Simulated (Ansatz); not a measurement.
Sb under changes of volume

One of the cells (29.904 Å³/atom); the others are scaled copies at fixed shape and fractional positions:

```
Sb
1.0
     3.12240    0.00000    0.00000
     0.00000    4.34752    0.00000
    -0.03891    0.00000    4.40585
Sb
2
Direct
  0.01139 0.25000 0.24117
  0.98861 0.75000 0.75883
```

This isn't the form of Sb at room conditions, which is rhombohedral.

- Program: Ansatz 0.2.0
- Functional: r2SCAN
- Potentials or basis: Ansatz PAW
- Cutoff: 500 eV (not typed: the program's choice for these potentials)
- k mesh: 9 × 6 × 6
- Occupations: fermi-dirac, width 0.05 eV
- Spin: no spin polarisation

```tsv
volume (Å³/atom)	energy over the lowest point (meV/atom)	pressure (GPa)	largest force (eV/Å)
28.110	12.28	3.1	0.136
28.708	3.53	1.6	0.098
29.306	0.00	0.3	0.065
29.904	?	?	?
30.502	6.13	-1.8	0.050
31.100	14.80	-2.8	0.069
31.698	26.66	-3.6	0.091
```

Q: What does the run at 29.904 Å³/atom give?

A: Energy over the lowest point 1.04 meV/atom; pressure -0.8 GPa; largest force 0.046 eV/Å.

Worked out: A Birch-Murnaghan fit of order 3 (a polynomial in V^(-2/3)) to the other rows has its minimum at 29.46 Å³/atom with B0 = V·E''(V) = 59 GPa and B' = 5.1 at fixed shape and positions, which overstates the stiffness. It gives 1.03 meV/atom at 29.904 Å³/atom, against the run's 1.04, and -dE/dV = -0.8 GPa, against -0.8.

Energies are extrapolated to zero smearing.

Caveats: the PAW data sets come from PBE, with cores solved anew for the run's functional, which leaves a small shift of forces and pressure.
